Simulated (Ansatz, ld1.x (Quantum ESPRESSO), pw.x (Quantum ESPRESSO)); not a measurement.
From atom to crystal: TM potential for Si

Si, norm-conserving Troullier–Martins (Kleinman–Bylander form), made with ld1.x (Quantum ESPRESSO) 7.5 (PBE, scalar-relativistic). Core [Ne], reference 3s1.5 3p2.5. Waves: 3p (bound): rc 2.20 bohr; 3s (bound): rc 1.35 bohr. Local part: the s channel. Core correction: Bessel-smoothed model core, default radius (core density twice the valence density).

Crystal test: bcc Si in pw.x 7.5, no spin, 15³ k-points, Fermi–Dirac smearing 0.01 Ry, cutoffs 85/340 Ry. The reference is all-electron LAPW (Ansatz 0.2.0) with the same functional, mesh and smearing; V0 and B0 come from Birch–Murnaghan fits to the pressures at five volumes. Errors are pseudo minus all-electron; Δ is the rms difference of the E(V) curves that follow from these fits, minima aligned, over ±6 % about the mean V0. Mesh and smearing are coarse, so the numbers serve the comparison and aren't converged zero-temperature values; the lattice is a test structure that the element need not adopt.

All-electron: a0 = 3.083 Å (V0 = 14.65 Å³/atom), B0 = 93.0 GPa.

Problem. How far does the potential miss the all-electron equation of state?

Solution. mean pressure error (GPa): +11.58. The pressure does not cross zero within the volumes sampled, so no fit is given. This is a poor potential for the solid. The atomic tests give no hint of an error of this size, and its cause was not traced.

```
V (Å³/atom)  P all-electron (GPa)  P pseudo (GPa)
     13.863                  5.77           19.48
     14.228                  2.88           15.41
     14.593                  0.35           11.82
     14.958                 -1.86            8.66
     15.323                 -3.80            5.87
```

Problem. At the middle volume, how do free energy and pressure move when the wave cutoff is lowered (ecutrho kept at four times it)?

Solution.

| cutoff (Ry) | shift of F (meV/atom) | shift of P (GPa) |
| --- | --- | --- |
| 38 | +44.8 | -1.26 |
| 51 | +29.6 | +0.05 |
| 68 | +12.1 | -0.51 |

The run at the middle volume (120 k-points, 5 iterations) took about 11 s on one core of a shared host (Neoverse-V1, 32 threads, 247 GiB, load 15).
